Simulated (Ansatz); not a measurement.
Runs of Ansatz 0.2.0 on Ni. Symmetry: Fm-3m, No. 225, cubic system. Conventional cell: a = 3.475 Å, b = 3.475 Å, c = 3.475 Å, α = 90.00°, β = 90.00°, γ = 90.00°. Around Ni (site symmetry m-3m) lie 12 Ni at 2.46 Å. 

```csv
task,level,cell,cutoff (eV),smearing,gap on the mesh (eV),pressure (GPa),moment (μB),relaxed volume (Å³/atom)
relaxation of cell and atoms,RPBE+D3(BJ),relaxed,-,fermi-dirac 0.05 eV,-,0.0,0.62,(b)
relaxation of cell and atoms,revPBE,relaxed,-,fermi-dirac 0.05 eV,-,0.0,0.64,(a)
single point,LDA,as given,320,gaussian 0.02 eV,none,-10.5,0.62,-
band structure,LDA,as given,320,fermi-dirac 0.05 eV,-,-10.3,0.62,-
single point,RPBE,as given,320,gaussian 0.02 eV,none,13.8,0.64,-
```

Alike in all rows: potentials or basis all-electron LAPW, scalar-relativistic; spin collinear, ferromagnetic start; k mesh 13 × 13 × 13; basis error allowed 0.001 eV/atom.

**Question.** Fill in the values left out.

**Answer.** (a) 11.11; (b) 9.58.

A gap of «none» marks a metal or a gap under the smearing width.

Runs at the PBE level aren't shown here.
